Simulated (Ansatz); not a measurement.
**How the geometry moves the gap of LiBr (Fm-3m)**

Wanted: the change of the gap of LiBr (Fm-3m) on relaxing cell and ions.

Method: PBE, HSE06 and G0W0, plane waves, PAW, in Ansatz 0.2.0.

Most raw output is cut from this account.

## (1) Set-up

It takes space group Fm-3m (No. 225, cubic). The conventional cell has a = 5.501 Å, b = 5.501 Å, c = 5.501 Å, α = 90.00°, β = 90.00°, γ = 90.00°. Li has 6 Br at 2.75 Å nearest. Nearest to Br lie 6 Li at 2.75 Å. Farther neighbours and most contacts between anions are not listed.

Structure file:

```cif
data_structure
_symmetry_space_group_name_H-M 'Fm-3m'
_symmetry_Int_Tables_number 225
_cell_length_a 5.5013
_cell_length_b 5.5013
_cell_length_c 5.5013
_cell_angle_alpha 90.000
_cell_angle_beta 90.000
_cell_angle_gamma 90.000
_cell_volume 166.49
loop_
_atom_site_label
_atom_site_type_symbol
_atom_site_symmetry_multiplicity
_atom_site_Wyckoff_symbol
_atom_site_fract_x
_atom_site_fract_y
_atom_site_fract_z
_atom_site_occupancy
Li1 Li 4 a 0.00000 0.00000 0.00000 1
Br1 Br 4 b 0.50000 0.00000 0.00000 1
```

The cell and positions come from the Crystallography Open Database and are kept as given unless a step says otherwise.

## (2) PBE bands at the given cell

Levels along a band path, at the cheap level, show where the edges lie and whether the meshes to come will hold them.

This step: DFT, PBE, plane waves, PAW; PAW set soft_1.

Contents of input.yaml:

```yaml
crystal:
  lattice:
    - [0.0, 2.75065, 2.75065]
    - [2.75065, 0.0, 2.75065]
    - [2.75065, 2.75065, 0.0]
  atoms:
    - { symbol: Li, position: [0.0, 0.0, 0.0] }
    - { symbol: Br, position: [0.5, 0.5, 0.5] }
kpoints:
  mp_grid: { grid: [8, 8, 8] }
  band_path:
    path:
      - [[0.0, 0.0, 0.0], [0.5, 0.0, 0.5], [0.625, 0.25, 0.625]]
      - [[0.375, 0.375, 0.75], [0.0, 0.0, 0.0], [0.5, 0.5, 0.5], [0.5, 0.25, 0.75], [0.5, 0.0, 0.5]]
    npoints: 10
hamiltonian:
  xc: pbe
  pseudopotentials: { kind: paw, azcp: { folder: soft_1 } }
scf:
  occupations: { method: fermi_dirac, width: 0.02 }
  n_extra_bands: 4
output:
  eigenvalues: true
```

The run is started by

```sh
ansatz run input.yaml --threads 24 --pin off --max-ram 82944MiB --backend cuda --events-out ev --progress --plain --runs-dir out --devices 1 --max-vram 78GiB
```

Wall time 1.5 s (1 × NVIDIA GB200 (shared by 2 runs) with 24 threads of Arm Neoverse V2, shared host); peak memory 0.99 GiB.

This step gave:

```yaml
filled_bands: 5
gap: 4.933 eV
valence_top_at: k = (0.075, 0.075, 0.150)
conduction_bottom_at: Γ
least_direct_gap: 4.939 eV
```

The gap is indirect, with the least direct gap 0.006 eV higher.

## (3) The relaxed cell

Cell and ions were relaxed with PBE; that run is not shown. It left this cell:

Symmetry: Fm-3m, No. 225, cubic system. Conventional cell: a = 5.511 Å, b = 5.511 Å, c = 5.511 Å, α = 90.00°, β = 90.00°, γ = 90.00°. Nearest to Li lie 6 Br at 2.76 Å. Nearest to Br lie 6 Li at 2.76 Å. Farther neighbours and most contacts between anions are not listed.

## (4) PBE at the relaxed cell

input.yaml: that of step 2 with these lines changed.

```diff
@@ -2,5 +2,5 @@
   lattice:
-    - [0.0, 2.75065, 2.75065]
-    - [2.75065, 0.0, 2.75065]
-    - [2.75065, 2.75065, 0.0]
+    - [0.0, 2.7556190497, 2.7556190497]
+    - [2.7556190497, 0.0, 2.7556190497]
+    - [2.7556190497, 2.7556190497, 0.0]
   atoms:
```

Wall time 1.5 s (1 × NVIDIA GB200 (shared by 2 runs) with 24 threads); peak memory 0.95 GiB.

Numbers from this step:

```
gap                  : 4.910 eV
valence top at       : k = (0.075, 0.075, 0.150)
conduction bottom at : Γ
least direct gap     : 4.915 eV
```

The gap is indirect, with the least direct gap 0.005 eV higher.

## (5) HSE06 at the relaxed cell

The screened hybrid is the usual rung above semilocal functionals: a quarter of exact exchange, cut off beyond a few ångström.

This step: DFT, HSE06, plane waves, PAW; PAW set soft_1.

input.yaml, the sections that differ from step 4:

```yaml
kpoints:
  mp_grid: { grid: [4, 4, 4] }
  band_path:
    path:
      - [0.0, 0.0, 0.0]
      - [0.5, 0.0, 0.5]
      - [0.625, 0.25, 0.625]
      - [0.375, 0.375, 0.75]
      - [0.5, 0.5, 0.5]
      - [0.5, 0.25, 0.75]
      - [0.075, 0.075, 0.15]
    npoints: 1
hamiltonian:
  xc: hse06
  pseudopotentials: { kind: paw, azcp: { folder: soft_1 } }
scf:
  occupations: { method: fixed }
  n_extra_bands: 4
# crystal, output: as in step 4
```

Wall time 3 s (1 × NVIDIA GB200 (shared by 2 runs) with 24 threads); peak memory 1.1 GiB; 7 s of CPU time.

Numbers from this step:

```
gap                  : 6.127 eV
valence top at       : k = (0.075, 0.075, 0.150)
conduction bottom at : Γ
least direct gap     : 6.131 eV
```

The gap stands +1.22 eV against PBE.

## (6) G0W0 at the relaxed cell

Now the one-shot GW correction: screening in the RPA, then the self-energy of the levels asked for. This step takes PAW set soft_1 files.

This step: G0W0 on PBE, plane waves, PAW; PAW set soft_1.

Contents of input.yaml:

```yaml
crystal:
  lattice:
    - [0.0, 2.7556190497, 2.7556190497]
    - [2.7556190497, 0.0, 2.7556190497]
    - [2.7556190497, 2.7556190497, 0.0]
  atoms:
    - { symbol: Li, position: [0.0, 0.0, 0.0] }
    - { symbol: Br, position: [0.5, 0.5, 0.5] }
kpoints:
  mp_grid: { grid: [6, 6, 6] }
hamiltonian:
  xc: pbe
  pseudopotentials: { kind: paw, azcp: { folder: soft_1 } }
scf:
  occupations: { method: fixed }
gw:
  n_empty_bands: 124
  ecut_chi: 120
  qp_bands: [v2, c2]
  qp_kpoints: band_edges
  screening: { model: contour_deformation }
```

Wall time 3.4 s (1 × NVIDIA GB200 (shared by 2 runs) with 24 threads); peak memory 1.1 GiB; 12 s of CPU time.

Numbers from this step:

* bands summed: 129
* RPA ε∞ on this mesh (eigenvalues): 3.155, 3.155, 3.155
* plane waves in the screening matrix: 137
* G0W0 gap on the mesh: 7.046 eV
* k of the valence top: 0, 0, 0
* k of the conduction bottom: 0, 0, 0
* starting gap on the mesh: 4.915 eV
* least direct G0W0 gap on the computed points: 7.046 eV

The gap on the mesh goes from 4.92 eV to 7.05 eV, a correction of +2.13 eV. Between the two edge states, bare exchange in place of the xc potential would open the gap by 7.72 eV, and correlation takes back 5.59 eV.

## (7) G0W0 at the given cell

input.yaml, the sections that differ from step 6:

```yaml
crystal:
  lattice:
    - [0.0, 2.75065, 2.75065]
    - [2.75065, 0.0, 2.75065]
    - [2.75065, 2.75065, 0.0]
  atoms:
    - { symbol: Li, position: [0.0, 0.0, 0.0] }
    - { symbol: Br, position: [0.5, 0.5, 0.5] }
# kpoints, hamiltonian, scf, gw: as in step 6
```

The job ended after 3.5 s (1 × NVIDIA GB200 (shared by 2 runs) with 24 threads; peak memory 1.1 GiB; 11 s of CPU time).

This step gave:

| Property | Result |
| --- | --- |
| bands summed | 129 |
| RPA ε∞ on this mesh (eigenvalues) | 3.164, 3.164, 3.164 |
| plane waves in the screening matrix | 137 |
| G0W0 gap on the mesh | 7.069 eV |
| k of the valence top | 0, 0, 0 |
| k of the conduction bottom | 0, 0, 0 |
| starting gap on the mesh | 4.939 eV |
| least direct G0W0 gap on the computed points | 7.069 eV |

The gap on the mesh goes from 4.94 eV to 7.07 eV, a correction of +2.13 eV. Between the two edge states, bare exchange in place of the xc potential would open the gap by 7.73 eV, and correlation takes back 5.60 eV.

## (8) Together

G0W0 rows are gaps on the mesh, lowered by the amount that the mesh misses the start's edges, a rough step that assumes the same correction there.

```tsv
level	given cell (eV)	relaxed cell (eV)	change (eV)
PBE	4.93	4.91	−0.02
HSE06	-	6.13	-
G0W0@PBE	7.06	7.04	−0.02
```

## (9) Outcome

```json
{
  "volume change": "+0.5 %",
  "PBE, given cell": "4.93 eV",
  "PBE, relaxed cell": "4.91 eV",
  "HSE06, relaxed cell": "6.13 eV",
  "G0W0@PBE, relaxed cell": "7.04 eV",
  "G0W0@PBE, given cell": "7.06 eV",
  "known limits": "not at the basis limit; no spin-orbit coupling"
}
```

**Reading.** Relaxation changes the volume by +0.5 % and the gap by −0.02 eV (PBE) and −0.02 eV (G0W0@PBE). Bands and cutoff are finite, so the gap is not at the basis limit. The miss can reach some tenths of an eV and take either sign; the mesh is an error of its own. The many-body steps are scalar-relativistic: spin-orbit coupling is not in them.

[Paths, hosts, dates, memory and timing lines, banners, echoed tables and standing remarks are left out of the program output.]

[Logs are printed without paths, hosts, clocks, repeated set-up lines and the standing remarks that a program may print on its own settings, such as how far it seeks lower states.]

[Runs of the session that timed out or met a known fault of the program may be left out.]

[Cells called generated may have been cut or substituted from an entry of the Crystallography Open Database or the Materials Project.]

[Hosts, paths, dates, database ids (printed as entryN), source tags and the programs' standing remarks are cut or masked in the printed files.]
